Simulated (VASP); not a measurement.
# MgSn2N2 (P6/mmm) in VASP: relaxation of cell and atoms with PBE

Aim: the relaxation of cell and atoms of MgSn2N2 with PBE.

Everything below comes from runs of VASP 6.6.1. Logs are shortened: lines on timing, memory, paths and dates and some standing lists are left out, and cuts for length are marked.

## 1. Starting point

Symmetry: P6/mmm, No. 191, hexagonal system. Conventional cell: a = 5.682 Å, b = 5.682 Å, c = 8.236 Å, α = 90.00°, β = 90.00°, γ = 120.00°. Around Mg (site symmetry -6m2) lie 2 Sn at 2.53 Å. Around Sn (site symmetry 3m) lie 3 N at 2.28 Å and 1 Mg at 2.53 Å. N (site symmetry mmm) is surrounded by 4 Sn at 2.28 Å. Around N (site symmetry 6/mmm) lie 6 N at 2.84 Å.

The cell was built by a generator and needn't be a form met in nature.

## 2. Relaxation of cell and atoms, PBE

INCAR reads:

```
SYSTEM = MgSn2N2
ALGO     = Fast           ! electronic algorithm
EDIFF    = 1E-4           ! SCF threshold, eV
EDIFFG   = -0.08          ! ionic threshold
ENCUT    = 520            ! plane-wave cutoff, eV
GGA      = PE             ! functional
IBRION   = 2              ! ionic algorithm
ISIF     = 3              ! what is computed and relaxed
ISMEAR   = 0              ! smearing method
LASPH    = .True.         ! aspherical terms in the spheres
LCHARG   = .False.        ! write CHGCAR
LREAL    = Auto         
LWAVE    = .False.        ! write WAVECAR
NELM     = 60             ! most SCF steps
NSW      = 24             ! ionic steps
PREC     = Normal         ! precision mode
SIGMA    = 0.15           ! smearing width, eV
```

KPOINTS reads:

```
k-points
0
Gamma
  3 3 2
  0 0 0
```

POSCAR reads:

```
MgSn2N2
1.0
    5.6823383400      0.0000000000      0.0000000000
   -2.8411691700      4.9210493600      0.0000000000
    0.0000000000      0.0000000000      8.2363293900
Mg Sn N
2 4 4
Direct
    0.3333333300      0.6666666700      0.0000000000
    0.6666666700      0.3333333300      0.0000000000
    0.3333333300      0.6666666700      0.3068684300
    0.3333333300      0.6666666700      0.6931315700
    0.6666666700      0.3333333300      0.6931315700
    0.6666666700      0.3333333300      0.3068684300
    0.5000000000      0.0000000000      0.5000000000
    0.0000000000      0.5000000000      0.5000000000
    0.5000000000      0.5000000000      0.5000000000
    0.0000000000      0.0000000000      0.5000000000
```

Potentials or basis: VASP PAW PBE potentials, release 64 (Mg, Sn_d, N).

Launch:

```sh
> cat potpaw_PBE.64/Mg/POTCAR potpaw_PBE.64/Sn_d/POTCAR potpaw_PBE.64/N/POTCAR > POTCAR
> mpirun -np 1 vasp_std > vasp.out
```

OUTCAR:

```text
SYSTEM = MgSn2N2
   EDIFF = 1E-4
   EDIFFG = -0.08
   ENCUT = 520
   GGA = PE
   IBRION = 2
   ISIF = 3
   ISMEAR = 0
   LASPH = .True.
   LREAL = Auto
   NELM = 60
   NSW = 24
   PREC = Normal

 ion  position               nearest neighbor table
   1  0.333  0.667  0.000-   3 2.53   4 2.53   2 3.28   2 3.28   2 3.28
   2  0.667  0.333  0.000-   5 2.53   6 2.53   1 3.28   1 3.28   1 3.28
   3  0.333  0.667  0.307-   8 2.28   7 2.28   9 2.28   1 2.53   4 3.18   6 3.28   6 3.28   6 3.28

   4  0.333  0.667  0.693-   8 2.28   7 2.28   9 2.28   1 2.53   3 3.18   5 3.28   5 3.28   5 3.28

   5  0.667  0.333  0.693-   8 2.28   7 2.28   9 2.28   2 2.53   6 3.18   4 3.28   4 3.28   4 3.28

   6  0.667  0.333  0.307-   8 2.28   7 2.28   9 2.28   2 2.53   5 3.18   3 3.28   3 3.28   3 3.28

   7  0.500  0.000  0.500-   3 2.28   4 2.28   5 2.28   6 2.28
   8  0.000  0.500  0.500-   3 2.28   4 2.28   5 2.28   6 2.28
   9  0.500  0.500  0.500-   3 2.28   4 2.28   5 2.28   6 2.28
  10  0.000  0.000  0.500-

  LATTYP: Found a hexagonal cell.
 ALAT       =     5.6823383400
 C/A-ratio  =     1.4494612776

  Lattice vectors:

 A1 = (   5.6823383400,   0.0000000000,   0.0000000000)
 A2 = (  -2.8411691700,   4.9210493600,   0.0000000000)
 A3 = (   0.0000000000,   0.0000000000,   8.2363293900)

Analysis of symmetry for initial positions (statically):
=====================================================================
 Subroutine PRICEL returns:
 Original cell was already a primitive cell.

 Routine SETGRP: Setting up the symmetry group for a
 hexagonal supercell.

 Subroutine GETGRP returns: Found 24 space group operations
 (whereof 24 operations were pure point group operations)
 out of a pool of 24 trial point group operations.

The static configuration has the point symmetry D_6h.

Analysis of symmetry for dynamics (positions and initial velocities):
=====================================================================
 Subroutine PRICEL returns:
 Original cell was already a primitive cell.

 Routine SETGRP: Setting up the symmetry group for a
 hexagonal supercell.

 Subroutine GETGRP returns: Found 24 space group operations
 (whereof 24 operations were pure point group operations)
 out of a pool of 24 trial point group operations.

The dynamic configuration has the point symmetry D_6h.

 Subroutine INISYM returns: Found 24 space group operations
 (whereof 24 operations are pure point group operations),
 and found     1 'primitive' translations

----------------------------------------------------------------------------------------

                                     Primitive cell

  volume of cell :     230.3130

  direct lattice vectors                    reciprocal lattice vectors
     5.682338340  0.000000000  0.000000000     0.175983889  0.101604346  0.000000000
    -2.841169170  4.921049360  0.000000000     0.000000000  0.203208691  0.000000000
     0.000000000  0.000000000  8.236329390     0.000000000  0.000000000  0.121413308

  length of vectors
     5.682338340  5.682338344  8.236329390     0.203208691  0.203208691  0.121413308

  position of ions in fractional coordinates (direct lattice)
     0.333333330  0.666666670  0.000000000
     0.666666670  0.333333330  0.000000000
     0.333333330  0.666666670  0.306868430
     0.333333330  0.666666670  0.693131570
     0.666666670  0.333333330  0.693131570
     0.666666670  0.333333330  0.306868430
     0.500000000  0.000000000  0.500000000
     0.000000000  0.500000000  0.500000000
     0.500000000  0.500000000  0.500000000
     0.000000000  0.000000000  0.500000000

  ion indices of the primitive-cell ions
   primitive index   ion index
                 1           1
                 2           2
                 3           3
                 4           4
                 5           5
                 6           6
                 7           7
                 8           8
                 9           9
                10          10

----------------------------------------------------------------------------------------

 KPOINTS: k-points

Automatic generation of k-mesh.
 Grid dimensions read from file:
 generate k-points for:    3    3    2

 Generating k-lattice:

  Cartesian coordinates                     Fractional coordinates (reciprocal lattice)
     0.058661296  0.033868115  0.000000000     0.333333333  0.000000000  0.000000000
     0.000000000  0.067736230  0.000000000     0.000000000  0.333333333  0.000000000
     0.000000000  0.000000000  0.060706654     0.000000000  0.000000000  0.500000000

  Length of vectors
     0.067736230  0.067736230  0.060706654

  Shift w.r.t. Gamma in fractional coordinates (k-lattice)
     0.000000000  0.000000000  0.000000000

 Subroutine IBZKPT returns following result:
 ===========================================

 Found      6 irreducible k-points:

 Following reciprocal coordinates:
            Coordinates               Weight
  0.000000  0.000000  0.000000      1.000000
  0.333333  0.000000  0.000000      6.000000
  0.333333  0.333333  0.000000      2.000000
  0.000000  0.000000  0.500000      1.000000
  0.333333  0.000000  0.500000      6.000000
  0.333333  0.333333  0.500000      2.000000
   k-points           NKPTS =      6   k-points in BZ     NKDIM =      6   number of bands    NBANDS=     48
   number of dos      NEDOS =    301   number of ions     NIONS =     10
   total plane-waves  NPLWV =  49152
   dimension x,y,z NGX =    32 NGY =   32 NGZ =   48
   dimension x,y,z NGXF=    64 NGYF=   64 NGZF=   96
   ions per type =               2   4   4
   NGX,Y,Z   is equivalent  to a cutoff of   9.36,  9.36,  9.69 a.u.
   NGXF,Y,Z  is equivalent  to a cutoff of  18.72, 18.72, 19.38 a.u.
 SYSTEM =  MgSn2N2
   PREC   = normal    normal or accurate (medium, high low for compatibility)
   ISTART =      0    job   : 0-new  1-cont  2-samecut
   ICHARG =      2    charge: 1-file 2-atom 10-const
   ISPIN  =      1    spin polarized calculation?
   LNONCOLLINEAR =      F non collinear calculations
   LSORBIT =      F    spin-orbit coupling
   LASPH  =      T    aspherical Exc in radial PAW
   ENCUT  =  520.0 eV  38.22 Ry    6.18 a.u.  10.57 10.57 15.31*2*pi/ulx,y,z
   NELM   =     60;   NELMIN=  2; NELMDL= -5     # of ELM steps
   EDIFF  = 0.1E-03   stopping-criterion for ELM
   LREAL  =      T    real-space projection
   EDIFFG = -.8E-01   stopping-criterion for IOM
   NSW    =     24    number of steps for IOM
   IBRION =      2    ionic relax: 0-MD 1-quasi-New 2-CG
   NFREE  =      1    steps in history (QN), initial steepest desc. (CG)
   ISIF   =      3    stress and relaxation
   ISYM   =      2    0-nonsym 1-usesym 2-fastsym
   POTIM  = 0.5000    time-step for ionic-motion
   TEBEG  =    0.0;   TEEND  =   0.0 temperature during run
   PSTRESS=    0.0 pullay stress
   NELECT =      80.0000    total number of electrons
   NUPDOWN=      -1.0000    fix difference up-down
   EMIN   =  10.00;   EMAX   =-10.00  energy-range for DOS
   EFERMI =   0.00;   METHOD = LEGACY
   ISMEAR =     0;   SIGMA  =   0.15  broadening in eV -4-tet -1-fermi 0-gaus
   EFERMI_NEDOS =   21; number of points for ismear=-14 and -15
   IALGO  =     68    algorithm
   IMIX   =      4    mixing-type and parameters
     AMIX     =   0.40;   BMIX     =  1.00
     AMIX_MAG =   1.60;   BMIX_MAG =  1.00
  volume/ion in A,a.u.               =      23.03       155.42
  Fermi-wavevector in a.u.,A,eV,Ry     =   1.150797  2.174691 18.018649  1.324333
  Thomas-Fermi vector in A             =   2.287458
   LORBIT       =      0    0 simple, 1 ext, 2 COOP (PROOUT), +10 PAW based schemes
   GGA     = PE    functional components
   LHFCALC =     F    Hartree Fock is set to
   AEXX    =    0.0000 exact exchange contribution
   IVDW    =     0    specifies the selected vdW correction
   LEPSILON=     F    determine dielectric tensor
   LRPA    =     F    only Hartree local field effects (RPA)
 conjugate gradient relaxation of ions
 non-spin polarized calculation
 RMM-DIIS sequential band-by-band and
 Gauss-broadening in eV      SIGMA  =   0.15
  energy-cutoff  :      520.00
  volume of cell :      230.31
 maximum number of plane-waves:      6228
   NGX = 21   NGY = 21   NGZ = 31

--------------------------------------- Ionic step        1  -------------------------------------------

 number of electron      80.0000056 magnetization

 Free energy of the ion-electron system (eV)
  ---------------------------------------------------
  ext. energy  EPLUGINS =         0.00000000
  ---------------------------------------------------
  free energy    TOTEN  =       -37.58513462 eV

  energy without entropy =      -37.45602801  energy(sigma->0) =      -37.52058131

------------------------ aborting loop because EDIFF is reached ----------------------------------------

  FORCE on cell =-STRESS in cart. coord.  units (eV):
  Direction    XX          YY          ZZ          XY          YZ          ZX
  --------------------------------------------------------------------------------------
  -------------------------------------------------------------------------------------
  Total       -1.4082439     -1.4082439      2.1747144      0.0000000      0.0000000      0.0000000
  in kB       -9.7964776     -9.7964776     15.1284453      0.0000000      0.0000000      0.0000000
  external PRESSURE =      -1.4881700 kB  Pullay stress =       0.0000000 kB
[... 113 lines left out ...]
  FREE ENERGIE OF THE ION-ELECTRON SYSTEM (eV)
  ---------------------------------------------------
  free  energy   TOTEN  =       -39.2048114673 eV

  energy  without entropy=      -39.1138503070  energy(sigma->0) =      -39.15933089

[... ionic steps 4 to 13 ...]

--------------------------------------- Ionic step       14  -------------------------------------------

 number of electron      80.0000065 magnetization

------------------------ aborting loop because EDIFF is reached ----------------------------------------

  FORCE on cell =-STRESS in cart. coord.  units (eV):
  Direction    XX          YY          ZZ          XY          YZ          ZX
  --------------------------------------------------------------------------------------
  -------------------------------------------------------------------------------------
  Total        0.8443790      0.8443790     -0.1279518      0.0000000     -0.0000000      0.0000000
  in kB        5.2193813      5.2193813     -0.7909120      0.0000000     -0.0000000      0.0000000
  external PRESSURE =       3.2159502 kB  Pullay stress =       0.0000000 kB
[... 73 lines left out ...]
  energy  without entropy=      -39.3763963055  energy(sigma->0) =      -39.44668705

--------------------------------------- Ionic step       16  -------------------------------------------

 number of electron      80.0000033 magnetization

 Free energy of the ion-electron system (eV)
  ---------------------------------------------------
  ext. energy  EPLUGINS =         0.00000000
  ---------------------------------------------------
  free energy    TOTEN  =       -39.51931850 eV

  energy without entropy =      -39.37964497  energy(sigma->0) =      -39.44948173

 E-fermi :   3.1919     XC(G=0):  -8.2344

 val. band max:        3.1731578723   @ k =   0.3333   0.3333   0.5000
 cond. band min:       3.1950394341   @ k =   0.3333   0.0000   0.0000
 fundamental gap:      0.0218815618
 Fermi energy:         3.1919193761

 k-point     1 :       0.0000    0.0000    0.0000
  band No.  band energies     occupation
      1     -18.6981      2.00000
      2     -18.6981      2.00000
      3     -18.6093      2.00000
      4     -18.5566      2.00000
      5     -18.4977      2.00000
      6     -18.4976      2.00000
[... 332 lines left out ...]
  FREE ENERGIE OF THE ION-ELECTRON SYSTEM (eV)
  ---------------------------------------------------
  free  energy   TOTEN  =       -39.5193184964 eV

  energy  without entropy=      -39.3796449680  energy(sigma->0) =      -39.44948173

 reached required accuracy - stopping structural energy minimisation
```

Run time: 7.3 min. Hardware: 1 thread of Intel Xeon Platinum 8488C (Sapphire Rapids), shared host; peak memory 0.25 GiB.

What came out:

```
Free energy                            : -39.5193 eV
Relaxed volume                         : 26.04 Å³/atom
Relaxed cell                           : a = 5.785 Å, b = 5.785 Å, c = 8.985 Å, α = 90.00°, β = 90.00°, γ = 120.00°
Space group after relaxing (to 0.05 Å) : P6/mmm (No. 191)
Energy gained by relaxing              : 193.4 meV/atom
Ionic steps                            : 16
Pressure after relaxing                : 0.3 GPa
Largest force after relaxing           : 0.035 eV/Å
Band gap on the k mesh                 : none (metal or under the smearing width)
```

Forces on the atoms (eV/Å):
```
Mg   0.000  0.000  0.000
Mg   0.000  0.000  0.000
Sn   0.000  0.000  0.035
Sn   0.000  0.000 -0.035
Sn   0.000  0.000 -0.035
Sn   0.000  0.000  0.035
N    0.000  0.000  0.000
N    0.000  0.000  0.000
N    0.000  0.000  0.000
N    0.000  0.000  0.000
```

The path:
```
step  energy change (eV)  largest force (eV/Å)  pressure (GPa)  volume (Å³)
   1              0.0000                3.7916           -0.15       230.31
   2             -1.6178                0.1450            3.86       229.58
   3             -1.6197                0.0280            4.10       229.55
   4             -1.8920                0.3016            0.27       249.60
   5             -1.8985                0.4248           -0.24       253.67
   6             -1.8982                0.4475           -0.59       255.35
   7             -1.8986                0.4889           -0.39       254.35
   8             -1.9147                0.1976            0.17       256.88
   9             -1.9170                0.0457            0.02       256.11
  10             -1.9169                0.0557            0.14       256.28
  11             -1.9170                0.0024           -0.02       256.21
  12             -1.9239                0.0074            0.23       256.60
  13             -1.9297                0.0285            0.54       257.73
  14             -1.9313                0.0632            0.32       259.20
  15             -1.9318                0.0854            0.14       259.91
  16             -1.9342                0.0352            0.29       260.38
```

Final structure:
```
CELL_PARAMETERS angstrom
5.78476 0.00000 0.00000
-2.89238 5.00975 0.00000
0.00000 0.00000 8.98464
ATOMIC_POSITIONS crystal
Mg 0.33333 0.66667 0.00000
Mg 0.66667 0.33333 0.00000
Sn 0.33333 0.66667 0.34120
Sn 0.33333 0.66667 0.65880
Sn 0.66667 0.33333 0.65880
Sn 0.66667 0.33333 0.34120
N 0.50000 0.00000 0.50000
N 0.00000 0.50000 0.50000
N 0.50000 0.50000 0.50000
N 0.00000 0.00000 0.50000
```

Caveat: the k mesh is coarse (spacing up to 0.43 Å⁻¹), so the values aren't converged; the relaxation stopped at a loose force limit of 0.08 eV/Å, so its end isn't a converged minimum.
